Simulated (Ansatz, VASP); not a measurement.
**Two plane-wave programs on GaSb**

INCAR

```
PREC = Accurate
ENCUT = 520
EDIFF = 1E-6
ISMEAR = 0
SIGMA = 0.15
LREAL = F
LASPH = T
NELM = 100
ALGO = Normal
ISIF = 2
LWAVE = F
LCHARG = F
GGA = PS
NBANDS = 16
```

The input KPOINTS:

```
regular mesh
0
Gamma
  14 14 14
```

POSCAR

```
GaSb
1.0
    0.0000000000      3.0590000000      3.0590000000
    3.0590000000      0.0000000000      3.0590000000
    3.0590000000      3.0590000000      0.0000000000
Ga Sb
1 1
Direct
    0.0000000000      0.0000000000      0.0000000000
    0.7500000000      0.7500000000      0.7500000000
```

Input for Ansatz:

```yaml
crystal:
  lattice:
    - [0.0, 3.059, 3.059]
    - [3.059, 0.0, 3.059]
    - [3.059, 3.059, 0.0]
  atoms:
    - { symbol: Ga, position: [0.0, 0.0, 0.0] }
    - { symbol: Sb, position: [0.75, 0.75, 0.75] }
basis:
  ecutwfc: 420
kpoints:
  mp_grid: { grid: [14, 14, 14] }
hamiltonian:
  xc: pbesol
scf:
  occupations: { method: gaussian, width: 0.15 }
output:
  forces: true
  stress: true
  eigenvalues: true
```

Alike in both runs: task single point; functional PBEsol; k mesh 14 × 14 × 14; occupations gaussian, width 0.15 eV; no spin polarisation.

|  | VASP | Ansatz |
| --- | --- | --- |
| version | VASP 6.6.1 | Ansatz 0.2.0 |
| potentials or method | VASP PAW PBE potentials, release 64 (Ga_d, Sb) | scalar-relativistic, plane waves, PAW |
| plane-wave cutoff (eV) | 520 | 420 |
| valence electrons in the cell | 18 | 28 |

|  | VASP | Ansatz | Ansatz less VASP |
| --- | --- | --- | --- |
| gap on the k mesh at the Fermi level (eV) | none | none | - |
| pressure (GPa) | -0.1 | -0.2 | -0.10 |

A gap of «none» marks a metal or a gap that the smearing closes. With one functional, cell and mesh, what is left measures potentials, basis and numerics. The two sets of potentials don't hold the same shells in valence.

Caveats: the PAW data sets were made with another functional, which shifts forces and pressure a little (VASP); this crystal is a semiconductor, whose small gap the functional closes, so the metal is an error of the method. The runs have no spin-orbit coupling, so splittings on Sb are missing.
